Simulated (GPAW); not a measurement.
The system is InPd.

```
In Pd
1.0
     3.27188    0.00000    0.00000
     0.00000    3.27188    0.00000
     0.00000    0.00000    3.27188
In Pd
1 1
Direct
  0.00000 0.00000 0.00000
  0.50000 0.50000 0.50000
```

The cell comes from a database or a generator and needn't be the stable form of this composition.

Base run:

```yaml
Program: GPAW 26.7.0
Functional: SCAN
Potentials_or_basis: GPAW PAW data sets (gpaw-data 1.2.1)
Cutoff: 600 eV
Basis: pw
k_mesh: 8 × 8 × 8
Occupations: fermi-dirac, width 0.05 eV
Spin: no spin polarisation
```

Its results: pressure -1.9 GPa.

Problem. The run is repeated on the same cell with these changes: functional from SCAN to PBE. What comes out?

Solution. Pressure 3.3 GPa.

Caveats: the PAW data sets were made with another functional, which shifts forces and pressure a little (some runs).
